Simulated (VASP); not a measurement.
# TaN (P-62m) in VASP: further runs, part 2 of 2

VASP 6.6.1. The steps go on from the part before.

**4. Electric field gradients, LDA**

Contents of INCAR:

```
ALGO     = Normal         # electronic algorithm
EDIFF    = 1E-8           # SCF threshold, eV
ENCUT    = 520            # plane-wave cutoff, eV
ISIF     = 2              # what is computed and relaxed
ISMEAR   = 0              # smearing method
LASPH    = T              # aspherical terms in the spheres
LCHARG   = F              # write CHGCAR
LEFG     = T            
LREAL    = F              # projectors in reciprocal space
LWAVE    = F              # write WAVECAR
NELM     = 80             # most SCF steps
PREC     = Accurate       # precision mode
SIGMA    = 0.02           # smearing width, eV
```

Contents of KPOINTS:

```
k-points
0
Gamma
  6 6 9
```

Contents of POSCAR:

```
TaN
1.0
    5.1960000000      0.0000000000      0.0000000000
   -2.5980000000      4.4998679981      0.0000000000
    0.0000000000      0.0000000000      2.9110000000
Ta N
3 3
Direct
    0.0000000000      0.0000000000      0.0000000000
    0.6666666667      0.3333333333      0.5000000000
    0.3333333333      0.6666666667      0.5000000000
    0.0000000000      0.3928500000      0.0000000000
    0.6071500000      0.6071500000      0.0000000000
    0.3928500000      0.0000000000      0.0000000000
```

Potentials or basis: VASP PAW LDA potentials, release 64 (Ta_pv, N).

On the command line:

```console
$ cat potpaw_LDA.64/Ta_pv/POTCAR potpaw_LDA.64/N/POTCAR > POTCAR
$ mpirun -np 1 vasp_std > vasp.out
```

OUTCAR:

```text
EDIFF = 1E-8
   ENCUT = 520
   ISIF = 2
   ISMEAR = 0
   LASPH = T
   LREAL = F
   NELM = 80
   PREC = Accurate

 ion  position               nearest neighbor table
   1  0.000  0.000  0.000-   6 2.04   5 2.04   4 2.04   3 3.33   2 3.33   2 3.33   3 3.33   2 3.33
                             2 3.33   3 3.33   3 3.33   2 3.33   2 3.33   3 3.33   3 3.33
   2  0.667  0.333  0.500-   4 2.16   4 2.16   6 2.16   6 2.16   5 2.16   5 2.16   3 3.00   3 3.00
                             3 3.00   1 3.33   1 3.33   1 3.33   1 3.33   1 3.33   1 3.33
   3  0.333  0.667  0.500-   6 2.16   6 2.16   4 2.16   4 2.16   5 2.16   5 2.16   2 3.00   2 3.00
                             2 3.00   1 3.33   1 3.33   1 3.33   1 3.33   1 3.33   1 3.33
   4  0.000  0.393  0.000-   1 2.04   2 2.16   2 2.16   3 2.16   3 2.16
   5  0.607  0.607  0.000-   1 2.04   3 2.16   3 2.16   2 2.16   2 2.16
   6  0.393  0.000  0.000-   1 2.04   3 2.16   3 2.16   2 2.16   2 2.16

  LATTYP: Found a hexagonal cell.
 ALAT       =     5.1960000000
 C/A-ratio  =     0.5602386451

  Lattice vectors:

 A1 = (   5.1960000000,   0.0000000000,   0.0000000000)
 A2 = (  -2.5980000000,   4.4998679981,   0.0000000000)
 A3 = (   0.0000000000,   0.0000000000,   2.9110000000)

Analysis of symmetry for initial positions (statically):
=====================================================================
 Subroutine PRICEL returns:
 Original cell was already a primitive cell.

 Routine SETGRP: Setting up the symmetry group for a
 hexagonal supercell.

 Subroutine GETGRP returns: Found 12 space group operations
 (whereof 12 operations were pure point group operations)
 out of a pool of 24 trial point group operations.

The static configuration has the point symmetry D_3h.

Analysis of symmetry for dynamics (positions and initial velocities):
=====================================================================
 Subroutine PRICEL returns:
 Original cell was already a primitive cell.

[... 927 lines left out ...]

 VOLUME and BASIS-vectors are now :
 -----------------------------------------------------------------------------
  energy-cutoff  :      520.00
  volume of cell :       68.06
      direct lattice vectors                 reciprocal lattice vectors
     5.196000000  0.000000000  0.000000000     0.192455735  0.111114371  0.000000000
    -2.598000000  4.499867998  0.000000000     0.000000000  0.222228741  0.000000000
     0.000000000  0.000000000  2.911000000     0.000000000  0.000000000  0.343524562

 POSITION                                       TOTAL-FORCE (eV/Angst)
 -----------------------------------------------------------------------------------
      0.00000      0.00000      0.00000         0.000000     -0.000000      0.000000
      2.59800      1.49996      1.45550         0.000000      0.000000      0.000000
     -0.00000      2.99991      1.45550         0.000000     -0.000000      0.000000
     -1.02062      1.76777      0.00000         0.017318     -0.029996      0.000000
      1.57738      2.73209      0.00000         0.017318      0.029996      0.000000
      2.04125      0.00000      0.00000        -0.034636     -0.000000     -0.000000
 -----------------------------------------------------------------------------------
    total drift:                               -0.000002     -0.000003      0.000000

  FREE ENERGIE OF THE ION-ELECTRON SYSTEM (eV)
  ---------------------------------------------------
  free  energy   TOTEN  =       -74.0883074597 eV

  energy  without entropy=      -74.0874559789  energy(sigma->0) =      -74.08788172

 Electric field gradients (V/A^2)
---------------------------------------------------------------------
 ion       V_xx      V_yy      V_zz      V_xy      V_xz      V_yz
---------------------------------------------------------------------
   1     -92.788   -92.788   185.576    -0.000     0.000     0.000
   2     103.213   103.214  -206.427     0.000     0.000     0.000
   3     103.213   103.214  -206.427     0.000     0.000     0.000
   4      -0.283    -9.772    10.055     8.218    -0.000    -0.000
   5      -0.284    -9.772    10.055    -8.217     0.000    -0.000
   6     -14.516     4.461    10.055     0.000    -0.000     0.000
---------------------------------------------------------------------

 Electric field gradients after diagonalization (V/A^2)
 (convention: |V_zz| > |V_xx| > |V_yy|)
----------------------------------------------------------------------
 ion       V_xx      V_yy      V_zz     asymmetry (V_yy - V_xx)/ V_zz
----------------------------------------------------------------------
   1     -92.788   -92.788   185.576       0.000
   2     103.214   103.213  -206.427       0.000
   3     103.214   103.213  -206.427       0.000
   4      10.055     4.461   -14.516       0.385
   5      10.055     4.461   -14.516       0.385
   6      10.055     4.461   -14.516       0.385
----------------------------------------------------------------------

           NMR quadrupolar parameters

 Cq : quadrupolar parameter    Cq=e*Q*V_zz/h
 eta: asymmetry parameters     (V_yy - V_xx)/ V_zz
 Q  : nuclear electric quadrupole moment in mb (millibarn)
----------------------------------------------------------------------
 ion       Cq(MHz)       eta       Q (mb)
----------------------------------------------------------------------
   1       0.449       0.000       1.000
   2      -0.499       0.000       1.000
   3      -0.499       0.000       1.000
   4      -0.035       0.385       1.000
   5      -0.035       0.385       1.000
   6      -0.035       0.385       1.000
----------------------------------------------------------------------
```

OSZICAR:

```text
N       E                     dE             d eps       ncg     rms          rms(c)
DAV:   1     0.447584988514E+03    0.44758E+03   -0.26712E+04  1960   0.179E+03
DAV:   2    -0.561736452515E+02   -0.50376E+03   -0.49204E+03  2336   0.495E+02
DAV:   3    -0.834563860391E+02   -0.27283E+02   -0.26973E+02  2368   0.108E+02
DAV:   4    -0.840155381858E+02   -0.55915E+00   -0.55509E+00  2400   0.145E+01
DAV:   5    -0.840271664230E+02   -0.11628E-01   -0.11605E-01  2404   0.170E+00    0.433E+01
DAV:   6    -0.744837950773E+02    0.95434E+01   -0.65454E+01  2360   0.437E+01    0.188E+01
DAV:   7    -0.741811308852E+02    0.30266E+00   -0.33144E+00  2264   0.101E+01    0.101E+01
DAV:   8    -0.741006679321E+02    0.80463E-01   -0.33726E-01  2320   0.394E+00    0.102E+00
DAV:   9    -0.740892484529E+02    0.11419E-01   -0.43917E-02  2512   0.153E+00    0.401E-01
DAV:  10    -0.740886543614E+02    0.59409E-03   -0.12157E-02  2368   0.549E-01    0.153E-01
DAV:  11    -0.740883519328E+02    0.30243E-03   -0.36650E-03  2500   0.358E-01    0.588E-02
DAV:  12    -0.740883067709E+02    0.45162E-04   -0.33454E-04  2396   0.104E-01    0.153E-02
DAV:  13    -0.740883074442E+02   -0.67333E-06   -0.98182E-06  2392   0.208E-02    0.300E-03
DAV:  14    -0.740883074741E+02   -0.29922E-07   -0.37572E-07  2488   0.375E-03    0.132E-03
DAV:  15    -0.740883074608E+02    0.13377E-07   -0.11613E-07  2308   0.200E-03    0.214E-04
DAV:  16    -0.740883074597E+02    0.10732E-08   -0.42829E-09  1400   0.530E-04
   1 F= -.74088307E+02 E0= -.74087882E+02  d E =-.851481E-03
```

stdout:

```text
POSCAR found type information on POSCAR TaN
 POSCAR found :  2 types and       6 ions
 scaLAPACK will be used
 LDA part: xc-table for (Slater(with rela. corr.)+CA(PZ))
 , standard interpolation
 POSCAR, INCAR and KPOINTS ok, starting setup
 FFT: planning ... GRIDC
 FFT: planning ... GRID_SOFT
 FFT: planning ... GRID
 WAVECAR not read
 entering main loop
ion   1

ion   2

ion   3

ion   4

ion   5

ion   6
```

Wall time 43 s (1 thread of AMD EPYC 9R45 (Zen 5), shared host); peak memory 0.16 GiB.

What came out:

```yaml
Free_energy: -74.0883 eV
Pressure: -8.3 GPa
Largest_force: 0.035 eV/Å
Band_gap_on_the_k_mesh: none (metal or under the smearing width)
```

Forces on the atoms (eV/Å):
```
Ta   0.000  0.000  0.000
Ta   0.000  0.000  0.000
Ta   0.000  0.000  0.000
N    0.017 -0.030  0.000
N    0.017  0.030  0.000
N   -0.035  0.000  0.000
```

Stress tensor (GPa, compression positive):
```
 -7.38   0.00   0.00
  0.00  -7.38   0.00
  0.00   0.00 -10.19
```

Electric field gradients, principal values (V/Å²):
| atom | Vxx | Vyy | Vzz |
| --- | --- | --- | --- |
| 1 Ta | -92.788 | -92.788 | 185.576 |
| 2 Ta | 103.213 | 103.214 | -206.427 |
| 3 Ta | 103.213 | 103.214 | -206.427 |
| 4 N | 4.461 | 10.055 | -14.516 |
| 5 N | 4.461 | 10.055 | -14.516 |
| 6 N | 4.461 | 10.055 | -14.516 |

The run has no spin-orbit coupling, so splittings on Ta are missing.

**5. The runs side by side**

| task | k mesh for the DOS | occupations for the DOS | gap on the mesh (eV) | pressure (GPa) | largest force (eV/Å) |
| --- | --- | --- | --- | --- | --- |
| optical spectrum | - | - | none | -8.3 | 0.03 |
| density of states | 9 × 9 × 14 | tetrahedron | - | - | - |
| electric field gradients | - | - | none | -8.3 | 0.03 |

Alike in all rows: level LDA; potentials or basis VASP PAW LDA potentials, release 64 (Ta_pv, N); no spin polarisation; cell as given; k mesh 6 × 6 × 9; cutoff (eV) 520; smearing gaussian 0.02 eV.

Caveats: spectra need much finer meshes, so this one isn't converged (some runs); independent-particle spectra lack excitons (some runs); the intraband (Drude) part of a metal's response may be missing (some runs).

Total energies depend on the potentials used, so only differences within one code and one set of settings carry meaning.
